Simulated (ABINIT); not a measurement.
Runs of ABINIT 10.8.3 (patched build) on ZrH2. Symmetry: Fm-3m, No. 225, cubic system. The conventional cell has a = 4.818 Å, b = 4.818 Å, c = 4.818 Å, α = 90.00°, β = 90.00°, γ = 90.00°. Zr (site symmetry m-3m) has 8 H at 2.09 Å as nearest neighbours. H (site symmetry -43m) has 4 Zr at 2.09 Å as nearest neighbours. The cell is a database's computed one.

```csv
task,level,potentials or basis,cell,k mesh,cutoff (eV),fine-grid cutoff,cell freedom (optcell),optimiser (ionmov),cutoff smearing ecutsm (Ha),force stop (Ha/bohr),gap on the mesh (eV),pressure (GPa),relaxed volume (Å³/atom)
single point,LDA,JTH PAW LDA v2.0,as given,8 × 8 × 8,517,1034.03 eV,-,-,-,-,none,-7.3,-
positron lifetime,LDA,JTH PAW LDA v2.0,as given,7 × 7 × 7,517,1034.03 eV,-,-,-,-,none,-7.3,-
relaxation of cell and atoms,LDA,PseudoDojo NC SR LDA v0.4.1 standard,relaxed,8 × 8 × 8,1007,-,2,2,0.5,2e-05,none,0.0,8.86
relaxation of cell and atoms,PBEsol,PseudoDojo NC SR PBEsol v0.4 stringent,relaxed,8 × 8 × 8,980,-,2,2,0.5,2e-05,none,0.0,9.01
optical spectrum,PBEsol,PseudoDojo NC SR PBEsol v0.4.1 standard,as given,"6 × 6 × 6, with 4 shifts",871,-,-,-,-,-,-,(a),-
```

Alike in all rows: no spin polarisation; smearing fermi-dirac 0.05 eV.

Estimate the missing entries.

(a) -4.7.

Caveats: the PAW basis is incomplete for the positron (some runs); the intraband (Drude) term is left out (some runs); spectra need much finer meshes, so this one isn't converged (some runs).

A k mesh can miss the band edges, and the runs leave out spin-orbit coupling on Zr.

A gap of «none» marks a metal or a gap under the smearing width.

Not every run made on this cell is shown here.
